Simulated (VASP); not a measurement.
Write the native input for VASP 6.6.1 that does the following.

- Task: electrostatic potential
- Functional: LDA
- Potentials or basis: VASP PAW LDA potentials, release 64 (Ti_sv, C)
- Cutoff: 520 eV
- k mesh: 16 × 16 × 16
- Occupations: methfessel-paxton, width 0.1 eV
- Spin: no spin polarisation
- Further INCAR settings: ALGO = Fast; EDIFF = 1e-06

The structure of TiC lies in POSCAR:

```
TiC                                     
1.0
    0.0000000000      2.1316517180      2.1316517180
    2.1316517180      0.0000000000      2.1316517180
    2.1316517180      2.1316517180      0.0000000000
  Ti              C             
     1     1
Direct
     1.0000000000000000    1.0000000000000000    0.0000000000000000
     0.5000000000000000    0.5000000000000000    0.5000000000000000
```

The cell was built by a generator and needn't be a form met in nature.

One way to write it, as run:

INCAR

```
PREC     = Accurate       # precision mode
ENCUT    = 520            # plane-wave cutoff, eV
EDIFF    = 1E-6           # SCF threshold, eV
ISMEAR   = 1              # smearing method
SIGMA    = 0.1            # smearing width, eV
LREAL    = False          # projectors in reciprocal space
LASPH    = True           # aspherical terms in the spheres
NELM     = 60             # most SCF steps
ALGO     = Fast           # electronic algorithm
ISIF     = 2              # what is computed and relaxed
LWAVE    = False          # write WAVECAR
LCHARG   = True           # write CHGCAR
GGA      = CA             # functional
LVHAR    = True
```

KPOINTS

```
Automatic mesh
0
Gamma
  16 16 16
```

Potentials or basis: VASP PAW LDA potentials, release 64 (Ti_sv, C).

Launch:

```bash
$ cat potpaw_LDA.64/Ti_sv/POTCAR potpaw_LDA.64/C/POTCAR > POTCAR
$ mpirun -np 1 vasp_std > vasp.out
```

Results of the run:

```yaml
Pressure: 0.2 GPa
Band_gap_on_the_k_mesh: none (metal or under the smearing width)
```

It took 32 s on 1 thread of Intel(R) Xeon(R) 6975P-C (Granite Rapids), on a shared host, peak memory 0.15 GiB.
